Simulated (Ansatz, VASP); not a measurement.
**ZnS (Wurtzite-2H) in VASP and in Ansatz**

Contents of INCAR:

```
SYSTEM = ZnS
ALGO = Fast ; EDIFF = 1E-6
ENCUT = 520 ; GGA = PE
ISIF = 2 ; ISMEAR = 0
LASPH = .True. ; LCHARG = .False.
LREAL = .False. ; LWAVE = .False.
NBANDS = 26 ; NELM = 60
PREC = Accurate ; SIGMA = 0.019000000000000003
```

KPOINTS

```
k-points
0
Gamma
  8 8 5
  0 0 0
```

The input POSCAR:

```
ZnS
1.0
    3.8110000000      0.0000000000      0.0000000000
   -1.9055000000      3.3004228138      0.0000000000
    0.0000000000      0.0000000000      6.2340000000
Zn S
2 2
Direct
    0.6666666667      0.3333333333      0.5000000000
    0.3333333333      0.6666666667      0.0000000000
    0.6666666667      0.3333333333      0.8850000000
    0.3333333333      0.6666666667      0.3850000000
```

The input input.yaml:

```yaml
crystal:
  lattice:
    - [3.811, 0.0, 0.0]
    - [-1.9055, 3.3004228138, 0.0]
    - [0.0, 0.0, 6.234]
  atoms:
    - { symbol: Zn, position: [0.6666666667, 0.3333333333, 0.5] }
    - { symbol: Zn, position: [0.3333333333, 0.6666666667, 0.0] }
    - { symbol: S, position: [0.6666666667, 0.3333333333, 0.885] }
    - { symbol: S, position: [0.3333333333, 0.6666666667, 0.385] }
hamiltonian:
  xc: pbe
  pseudopotentials: { kind: paw }
kpoints:
  mp_grid: { grid: [8, 8, 5] }
scf:
  occupations: { method: gaussian, width: 0.019 }
output:
  forces: true
  stress: true
  eigenvalues: true
```

Alike in both runs: task single point; functional PBE; k mesh 8 × 8 × 5; occupations gaussian, width 0.019 eV; no spin polarisation.

```csv
,VASP,Ansatz
version,VASP 6.6.1,Ansatz 0.2.0
potentials or method,"VASP PAW PBE potentials, release 64 (Zn, S)",Ansatz PAW
plane-wave cutoff (eV),520,420
valence electrons in the cell,36,36
```

```csv
,VASP,Ansatz,Ansatz less VASP
gap on the k mesh at the Fermi level (eV),2.25,2.25,-0.005
least direct gap on the mesh (eV),2.25,2.25,-0.005
pressure (GPa),2.5,2.3,-0.22
largest component of the traceless stress (GPa),1.37,1.35,-0.023
rms of the force components (eV/Å),0.186,0.184,-0.0019
```

Atom by atom the forces differ by 0.002 eV/Å (rms over components).

Caveats: odd divisions of the mesh miss points on the zone boundary, where band edges often lie, so the gap on the mesh can be too wide (Ansatz). Expect the measured gap to be larger: semilocal functionals such as PBE lack the derivative discontinuity.
